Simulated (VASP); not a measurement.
# Pd (P6_3/mmc) in VASP: a series of runs, part 2 of 2

VASP 6.6.1.

## 3. Single point, PBE

File INCAR:

```
SYSTEM = Pd
PREC = Accurate ; ENCUT = 300
EDIFF = 1E-6 ; ISMEAR = -1
SIGMA = 0.2 ; LREAL = .FALSE.
LASPH = .TRUE. ; NELM = 100
ALGO = Normal ; ISIF = 2
LWAVE = .FALSE. ; LCHARG = .FALSE.
GGA = PE ; ADDGRID = .FALSE.
```

File KPOINTS:

```
Automatic mesh
0
G
  12 12 6
  0 0 0
```

File POSCAR:

```
Pd
1.0
    2.7836650458      0.0000000000      0.0000000000
   -1.3918325229      2.4107246453      0.0000000000
    0.0000000000      0.0000000000      4.6288930000
Pd
2
Direct
    0.3690330000      0.6707680000      0.2457130000
    0.7034100000      0.3270270000      0.7475630000
```

Potentials or basis: VASP PAW PBE potentials, release 64 (Pd).

Started as:

```
$ cat potpaw_PBE.64/Pd/POTCAR > POTCAR
$ mpirun -np 1 vasp_std > vasp.out
```

OUTCAR:

```text
SYSTEM = Pd
   PREC = Accurate
   ENCUT = 300
   EDIFF = 1E-6
   ISMEAR = -1
   LREAL = .FALSE.
   LASPH = .TRUE.
   NELM = 100
   ISIF = 2
   GGA = PE

 Found    436 irreducible k-points:

 Following reciprocal coordinates:
            Coordinates               Weight
  0.000000  0.000000  0.000000      1.000000
  0.083333  0.000000  0.000000      2.000000
  0.000000  0.083333  0.000000      2.000000
 -0.083333  0.083333  0.000000      2.000000
  0.166667  0.000000  0.000000      2.000000
  0.000000  0.166667  0.000000      2.000000
   k-points           NKPTS =    436   k-points in BZ     NKDIM =    436   number of bands    NBANDS=     14
[... 170 lines left out ...]
     12      12.5418      0.00000
     13      15.6502      0.00000
     14      24.3390      0.00000

 [... further k-points ...]
[... 5 lines left out ...]
  --------------------------------------------------------------------------------------
  -------------------------------------------------------------------------------------
  Total       -0.1265166     -0.0433147     -0.2799403      0.0280996     -0.0024788      0.0015783
  in kB       -6.5255392     -2.2341085    -14.4389066      1.4493369     -0.1278509      0.0814046
  external PRESSURE =      -7.7328514 kB  Pullay stress =       0.0000000 kB

 VOLUME and BASIS-vectors are now :
 -----------------------------------------------------------------------------
  energy-cutoff  :      300.00
  volume of cell :       31.06
      direct lattice vectors                 reciprocal lattice vectors
     2.783665046  0.000000000  0.000000000     0.359238624  0.207406516  0.000000000
    -1.391832523  2.410724645  0.000000000     0.000000000  0.414813032  0.000000000
     0.000000000  0.000000000  4.628893000     0.000000000  0.000000000  0.216034374

 POSITION                                       TOTAL-FORCE (eV/Angst)
 -----------------------------------------------------------------------------------
      0.09367      1.61704      1.13738         0.020706     -0.032969      0.065418
      1.50289      0.78837      3.46039        -0.020706      0.032969     -0.065418
 -----------------------------------------------------------------------------------
    total drift:                                0.000003     -0.000011      0.000159

  FREE ENERGIE OF THE ION-ELECTRON SYSTEM (eV)
  ---------------------------------------------------
  free  energy   TOTEN  =       -10.6393651254 eV

  energy  without entropy=      -10.2339051712  energy(sigma->0) =      -10.43663515
```

Run time: 32 s. Hardware: 1 thread of AMD EPYC 9R45 (Zen 5), shared host; peak memory 0.15 GiB.

The run converged, but some of its settings lie outside the range that counts as converged, so its numbers aren't taken as properties of the crystal.

What came out:

```yaml
Free_energy: -10.6394 eV
Pressure: -0.8 GPa
Largest_force: 0.076 eV/Å
Band_gap_on_the_k_mesh: none (metal or under the smearing width)
```

Caveat: the cutoff is under 1.25 times the usual one of these potentials, so pressure, stress and relaxed cells hold a basis-set (Pulay) error.

## 4. Single point, PBE

INCAR: that of step 3 with these lines changed.

```diff
@@ -1,3 +1,3 @@
 SYSTEM = Pd
-PREC = Accurate ; ENCUT = 300
+PREC = Accurate ; ENCUT = 350
 EDIFF = 1E-6 ; ISMEAR = -1
```

KPOINTS is that of step 3.

File POSCAR:

```
Pd
1.0
    2.7836650458      0.0000000000      0.0000000000
   -1.3918325229      2.4107246453      0.0000000000
    0.0000000000      0.0000000000      4.6288930000
Pd
2
Direct
    0.3333333333      0.6666666667      0.2500000000
    0.6666666667      0.3333333333      0.7500000000
```

Started as:

```
$ cat potpaw_PBE.64/Pd/POTCAR > POTCAR
$ mpirun -np 1 vasp_std > vasp.out
```

Wall time 8.6 s (1 thread of AMD EPYC 9R45 (Zen 5), shared host); peak memory 0.1 GiB.

These settings aren't checked as converged: the numbers below hold their error.

What came out:

```yaml
Free_energy: -10.6304 eV
Pressure: -1.6 GPa
Band_gap_on_the_k_mesh: none (metal or under the smearing width)
```

## 5. Single point, PBE

INCAR is that of step 4.

KPOINTS is that of step 4.

File POSCAR:

```
Pd
1.0
    2.7836650458      0.0000000000      0.0000000000
   -1.3918325229      2.4107246453      0.0000000000
    0.0000000000      0.0000000000      4.6288930000
Pd
2
Direct
    0.3690330000      0.6707680000      0.2457130000
    0.7034100000      0.3270270000      0.7475630000
```

Started as:

```
$ cat potpaw_PBE.64/Pd/POTCAR > POTCAR
$ mpirun -np 1 vasp_std > vasp.out
```

Wall time 41 s (1 thread of AMD EPYC 9R45 (Zen 5), shared host); peak memory 0.17 GiB.

These settings aren't checked as converged: the numbers below hold their error.

What came out:

* Free energy: -10.6295 eV
* Pressure: -1.6 GPa
* Largest force: 0.077 eV/Å
* Band gap on the k mesh: none (metal or under the smearing width)

## 6. Single point, PBE

INCAR: that of step 5 with these lines changed.

```diff
@@ -1,3 +1,3 @@
 SYSTEM = Pd
-PREC = Accurate ; ENCUT = 350
+PREC = Accurate ; ENCUT = 400
 EDIFF = 1E-6 ; ISMEAR = -1
```

KPOINTS is that of step 5.

File POSCAR:

```
Pd
1.0
    2.7836650458      0.0000000000      0.0000000000
   -1.3918325229      2.4107246453      0.0000000000
    0.0000000000      0.0000000000      4.6288930000
Pd
2
Direct
    0.3333333333      0.6666666667      0.2500000000
    0.6666666667      0.3333333333      0.7500000000
```

Potentials or basis: VASP PAW PBE potentials, release 64 (Pd).

Started as:

```
$ cat potpaw_PBE.64/Pd/POTCAR > POTCAR
$ mpirun -np 1 vasp_std > vasp.out
```

OUTCAR:

```text
SYSTEM = Pd
   PREC = Accurate
   ENCUT = 400
   EDIFF = 1E-6
   ISMEAR = -1
   LREAL = .FALSE.
   LASPH = .TRUE.
   NELM = 100
   ISIF = 2
   GGA = PE

 Found     76 irreducible k-points:

 Following reciprocal coordinates:
            Coordinates               Weight
  0.000000  0.000000  0.000000      1.000000
  0.083333  0.000000  0.000000      6.000000
  0.166667  0.000000  0.000000      6.000000
  0.250000  0.000000  0.000000      6.000000
  0.333333  0.000000  0.000000      6.000000
  0.416667  0.000000  0.000000      6.000000
   k-points           NKPTS =     76   k-points in BZ     NKDIM =     76   number of bands    NBANDS=     14
   number of dos      NEDOS =    301   number of ions     NIONS =      2
   total plane-waves  NPLWV =   9720
   dimension x,y,z NGX =    18 NGY =   18 NGZ =   30
   dimension x,y,z NGXF=    36 NGYF=   36 NGZF=   60
   ions per type =               2
   NGX,Y,Z   is equivalent  to a cutoff of  10.75, 10.75, 10.77 a.u.
   NGXF,Y,Z  is equivalent  to a cutoff of  21.50, 21.50, 21.55 a.u.
 SYSTEM =  Pd
   PREC   = accura    normal or accurate (medium, high low for compatibility)
   ISTART =      0    job   : 0-new  1-cont  2-samecut
   ICHARG =      2    charge: 1-file 2-atom 10-const
   ISPIN  =      1    spin polarized calculation?
   LNONCOLLINEAR =      F non collinear calculations
   LSORBIT =      F    spin-orbit coupling
[... 62 lines left out ...]
      3       6.2256      2.00000
      4       6.4257      2.00000
      5       6.4257      2.00000
      6       6.7527      1.99998
      7       6.7527      1.99998
      8       7.3759      1.99953
      9       7.3759      1.99953
     10       8.7053      1.69219
     11       8.7053      1.69219
     12       9.9133      0.02584
     13      15.5898      0.00000
     14      26.0163      0.00000
[... 71 lines left out ...]
      1       4.2223      2.00000
      2       4.5411      2.00000
      3       4.7255      2.00000
      4       6.4517      2.00000
      5       6.6788      1.99999
      6       6.8235      1.99997
      7       7.0728      1.99990
      8       8.7585      1.61641
      9       8.9237      1.29695
     10       8.9489      1.23859
     11      10.0516      0.01303
     12      15.0556      0.00000
     13      17.7137      0.00000
     14      17.7510      0.00000

 [... further k-points ...]
[... 5 lines left out ...]
  --------------------------------------------------------------------------------------
  -------------------------------------------------------------------------------------
  Total       -0.1431726     -0.1431726     -0.3520614      0.0000000      0.0000000     -0.0000000
  in kB       -7.3846301     -7.3846301    -18.1588042      0.0000000      0.0000000     -0.0000000
  external PRESSURE =     -10.9760214 kB  Pullay stress =       0.0000000 kB

 VOLUME and BASIS-vectors are now :
 -----------------------------------------------------------------------------
  energy-cutoff  :      400.00
  volume of cell :       31.06
      direct lattice vectors                 reciprocal lattice vectors
     2.783665046  0.000000000  0.000000000     0.359238624  0.207406516  0.000000000
    -1.391832523  2.410724645  0.000000000     0.000000000  0.414813032  0.000000000
     0.000000000  0.000000000  4.628893000     0.000000000  0.000000000  0.216034374

 POSITION                                       TOTAL-FORCE (eV/Angst)
 -----------------------------------------------------------------------------------
     -0.00000      1.60715      1.15722        -0.000000      0.000000      0.000000
      1.39183      0.80357      3.47167         0.000000     -0.000000      0.000000
 -----------------------------------------------------------------------------------
    total drift:                               -0.000000      0.000000     -0.000000

  FREE ENERGIE OF THE ION-ELECTRON SYSTEM (eV)
  ---------------------------------------------------
  free  energy   TOTEN  =       -10.6295148314 eV

  energy  without entropy=      -10.2242610762  energy(sigma->0) =      -10.42688795
```

OSZICAR:

```text
N       E                     dE             d eps       ncg     rms          rms(c)
DAV:   1     0.914698333698E+02    0.91470E+02   -0.92584E+03  2144   0.114E+03
DAV:   2    -0.975065914604E+01   -0.10122E+03   -0.96314E+02  2272   0.254E+02
DAV:   3    -0.111363243961E+02   -0.13857E+01   -0.13772E+01  2572   0.343E+01
DAV:   4    -0.111444413839E+02   -0.81170E-02   -0.81165E-02  2416   0.245E+00
DAV:   5    -0.111445650477E+02   -0.12366E-03   -0.12366E-03  2584   0.331E-01    0.966E+00
DAV:   6    -0.106513403750E+02    0.49322E+00   -0.14540E+00  2206   0.132E+01    0.478E+00
DAV:   7    -0.106348165519E+02    0.16524E-01   -0.95091E-03  2476   0.841E-01    0.243E+00
DAV:   8    -0.106295008636E+02    0.53157E-02   -0.14326E-03  2248   0.318E-01    0.736E-02
DAV:   9    -0.106295062400E+02   -0.53764E-05   -0.23243E-05  2640   0.435E-02    0.158E-02
DAV:  10    -0.106295153742E+02   -0.91343E-05   -0.43624E-06  2308   0.215E-02    0.500E-03
DAV:  11    -0.106295148314E+02    0.54284E-06   -0.97184E-08  1316   0.372E-03
   1 F= -.10629515E+02 E0= -.10426888E+02  d E =-.405254E+00
```

It took 9.1 s on 1 thread of AMD EPYC 9R45 (Zen 5), shared host; peak memory 0.1 GiB.

The run converged, but some of its settings lie outside the range that counts as converged, so its numbers aren't taken as properties of the crystal.

Results:

| Item | Value |
| --- | --- |
| Free energy | -10.6295 eV |
| Pressure | -1.1 GPa |
| Band gap on the k mesh | none (metal or under the smearing width) |
